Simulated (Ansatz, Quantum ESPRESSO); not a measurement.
**MgB2: changing the pressure**

The cell as given:

The structure is hexagonal, space group P6/mmm (No. 191). Conventional cell: a = 3.085 Å, b = 3.085 Å, c = 3.523 Å, α = 90.00°, β = 90.00°, γ = 120.00°. Around Mg (site symmetry 6/mmm) lie 12 B at 2.51 Å. B (site symmetry -6m2) is surrounded by 3 B at 1.78 Å.

Kept alike: task relaxation of cell and atoms; functional PBEsol; k mesh 10 × 10 × 8; occupations fermi-dirac, width 0.05 eV; no spin polarisation. Program: Quantum ESPRESSO, SSSP 1.3 efficiency PBE, cutoff 857 eV. The mesh is that of the run's cell of 3 atoms. No spin-orbit coupling.

| pressure, P (GPa) | volume (Å³/atom) | first edge of the run's cell (Å) | third edge of the run's cell (Å) |
| --- | --- | --- | --- |
| 0 | 9.448 | 3.066 | 3.482 |
| 2 | 9.324 | 3.056 | 3.459 |
| 5 | 9.152 | 3.041 | 3.428 |
| 10 | 8.896 | 3.019 | 3.381 |
| 20 | 8.466 | 2.980 | 3.302 |

The relaxations keep at least the cell's symmetry (P6/mmm). For a metal such a mesh leaves the last digits unconverged. Runs of this series that gave no sound value for these columns are left out. The runs follow the start's structure, whether or not it is the stable one at these pressures. P is the pressure aimed at, which the runs meet within some hundredths to tenths of a GPa. All rows use potentials made for PBE.

The volume falls from 9.448 to 8.466 Å³/atom between 0 and 20 GPa. The volume falls ever more slowly, since the solid stiffens under load. At the pressures aimed at, which the runs meet within some tenths of a GPa, the step from 0 to 5 GPa gives a mean bulk modulus near 157 GPa, the last step 202 GPa. A twin series (Ansatz, all-electron LAPW, scalar-relativistic) moves it by -0.9970 between 0 and 20, against -0.9820 Å³/atom here. The first edge of the run's cell falls from 3.066 to 2.980 Å between 0 and 20 GPa. A twin series (Ansatz, all-electron LAPW, scalar-relativistic) moves it by -0.0864 between 0 and 20, against -0.0858 Å here. The third edge of the run's cell falls from 3.482 to 3.302 Å between 0 and 20 GPa. A twin series (Ansatz, all-electron LAPW, scalar-relativistic) moves it by -0.1835 between 0 and 20, against -0.1797 Å here.
